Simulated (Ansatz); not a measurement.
# Computed properties of W

```yaml
crystal:
  lattice:
    - [-1.59730, 1.59730, 1.59730]
    - [1.59730, -1.59730, 1.59730]
    - [1.59730, 1.59730, -1.59730]
  atoms:
    - { symbol: W, position: [0.00000, 0.00000, 0.00000] }
```

The structure is an experimental refinement, used without relaxation. It was measured hot, at 2171 K.

Spin–orbit coupling is left out, though it moves levels of the heavy atoms by tenths of an eV or more.

Level of theory: DFT, PBE, all-electron LAPW, scalar-relativistic in Ansatz 0.2.0.

Settings: a Γ-centred 14×14×14 k mesh, Fermi–Dirac smearing of 0.03 eV, basis error target 1 meV/atom, no spin polarisation.

| Item | Value |
| --- | --- |
| Band gap | none: bands cross the Fermi level, a metal |
| Volume per atom | 16.30 Å³ |

Task: Pressure at this cell: what does the calculation give?

Result: -25.0 kbar.

Task: Density of states at the Fermi level (0.2 eV bin): what does the calculation give?

Result: 0.41 states/eV per cell.
